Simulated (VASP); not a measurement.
Crystal: PbO.

```xyz
8
Lattice="6.1014 0.0000 0.0000 0.0000 5.6211 0.0000 0.0000 0.0000 4.7283" Properties=species:S:1:pos:R:3 pbc="T T T"
Pb    1.3603    0.0862    3.5462
Pb    4.7411    5.5349    1.1821
Pb    4.7411    2.8968    3.5462
Pb    1.3603    2.7244    1.1821
O     5.3174    5.0871    3.5462
O     0.7840    0.5340    1.1821
O     0.7840    2.2765    3.5462
O     5.3174    3.3446    1.1821
```

The cell is a database's computed one.

* Program: VASP 6.6.1
* Task: relaxation of cell and atoms
* Functional: PBEsol
* Potentials or basis: VASP PAW PBE potentials, release 64 (Pb_d, O)
* Cutoff: 600 eV
* k mesh: 6 × 6 × 6
* Occupations: gaussian, width 0.02 eV
* Spin: no spin polarisation

At the start: pressure -0.8 GPa; volume 20.27 Å³/atom.

Q: Where does the relaxation end?

A: Over 23 steps the energy falls by 2.9 meV/atom and the volume is 19.25 Å³/atom (-5.1 %); space group Pbcm (No. 57, to 0.05 Å).

Step by step:
```
step  energy change (eV)  largest force (eV/Å)  pressure (GPa)  volume (Å³)
   1              0.0000                0.0783           -0.81       162.16
   2             -0.0045                0.1970            0.44       159.78
   3             -0.0053                0.1333            0.08       160.46
   4             -0.0087                0.0865           -0.03       159.93
   5             -0.0095                0.0586           -0.11       159.49
   6             -0.0126                0.0274           -0.13       158.74
   7             -0.0160                0.0885           -0.13       156.77
   8             -0.0181                0.0734           -0.06       156.13
   9             -0.0208                0.0494            0.15       154.52
  10             -0.0209                0.0501            0.21       154.06
  11             -0.0216                0.0398           -0.02       154.27
  12             -0.0216                0.0526           -0.11       154.36
  13             -0.0223                0.0380           -0.09       154.31
  14             -0.0230                0.0252           -0.04       154.24
  15             -0.0231                0.0372            0.04       154.10
  16             -0.0233                0.0296            0.00       154.16
  17             -0.0234                0.0129           -0.02       154.15
  18             -0.0234                0.0131           -0.01       154.15
  19             -0.0235                0.0076           -0.02       154.10
  20             -0.0235                0.0051           -0.02       154.02
  21             -0.0235                0.0075            0.05       153.89
  22             -0.0235                0.0019            0.02       153.95
  23             -0.0235                0.0031           -0.01       153.97
```

Final structure:
```xyz
8
Lattice="5.9128 0.0000 0.0000 0.0000 5.5257 0.0000 0.0000 0.0000 4.7126" Properties=species:S:1:pos:R:3 pbc="T T T"
Pb    1.3623    0.0595    3.5345
Pb    4.5505    5.4662    1.1782
Pb    4.5505    2.8223    3.5345
Pb    1.3623    2.7034    1.1782
O     5.1075    5.0186    3.5345
O     0.8053    0.5071    1.1782
O     0.8053    2.2557    3.5345
O     5.1075    3.2700    1.1782
```

Caveat: the PAW data sets were made with another functional, which shifts forces and pressure a little.
